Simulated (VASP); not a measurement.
A calculation with VASP 6.6.1 of Ge (ASE script, structure typed inline):

The input run.py:

```python
from ase import Atoms
from ase.calculators.vasp import Vasp
from ase.dft.bandgap import bandgap

atoms = Atoms(
    ['Ge', 'Ge'],
    cell=[[0.0, 2.82891, 2.82891], [2.82891, 0.0, 2.82891], [2.82891, 2.82891, 0.0]],
    scaled_positions=[[0.75, 0.75, 0.75], [0.5, 0.5, 0.5]],
    pbc=True,
)
calc = Vasp(
    directory='calc',
    xc='pbe',
    pp='PBE',
    setups='minimal',
    prec='Accurate',
    encut=500,
    ediff=1e-06,
    ismear=0,
    sigma=0.02,
    lreal=False,
    lasph=True,
    nelm=80,
    algo='Fast',
    isif=2,
    lwave=False,
    lcharg=False,
    kpts=[8, 8, 8],
    gamma=True,
    nbands=11,
)
atoms.calc = calc

print('energy (eV):', atoms.get_potential_energy())
print('free energy (eV):', atoms.get_potential_energy(force_consistent=True))
print('forces (eV/A):')
print(atoms.get_forces())
print('stress (eV/A^3, Voigt):', atoms.get_stress())
print('Fermi level (eV):', calc.get_fermi_level())
gap, top, bottom = bandgap(calc)
print('band gap (eV):', gap, 'from (spin, k, band)', top, 'to', bottom)
```

Potentials or basis: VASP PAW PBE potentials, release 64 (Ge).

The run is started by

```console
$ python run.py
```

Problem. Write the same calculation in another form: native input, structure from a POSCAR.

Solution. As run:

Contents of INCAR:

```
SYSTEM = Ge
  PREC = Accurate
  ENCUT = 500
  EDIFF = 1E-6
  ISMEAR = 0
  SIGMA = 0.02
  LREAL = .False.
  LASPH = .True.
  NELM = 80
  ALGO = Normal
  ISIF = 2
  LWAVE = .False.
  LCHARG = .True.
  GGA = PE
  LELF = .True.
  LVHAR = .True.
```

Contents of KPOINTS:

```
Automatic mesh
0
Gamma
  8 8 8
  0 0 0
```

POSCAR

```
Ge
1.0
    0.0000000000      2.8289100000      2.8289100000
    2.8289100000      0.0000000000      2.8289100000
    2.8289100000      2.8289100000      0.0000000000
Ge
2
Direct
    0.7500000000      0.7500000000      0.7500000000
    0.5000000000      0.5000000000      0.5000000000
```

Potentials or basis: VASP PAW PBE potentials, release 64 (Ge).

The run is started by

```bash
$ cat potpaw_PBE.64/Ge/POTCAR > POTCAR
$ mpirun -np 1 vasp_std > vasp.out
```

Both were run:

|  | ASE script, structure typed inline | native input, structure from a POSCAR |
| --- | --- | --- |
| Pressure | 4.4 GPa | 4.4 GPa |
| Band gap on the k mesh | 0.06 eV, direct | 0.06 eV, direct |

Keys that steer only the numerical path or the files written may differ.
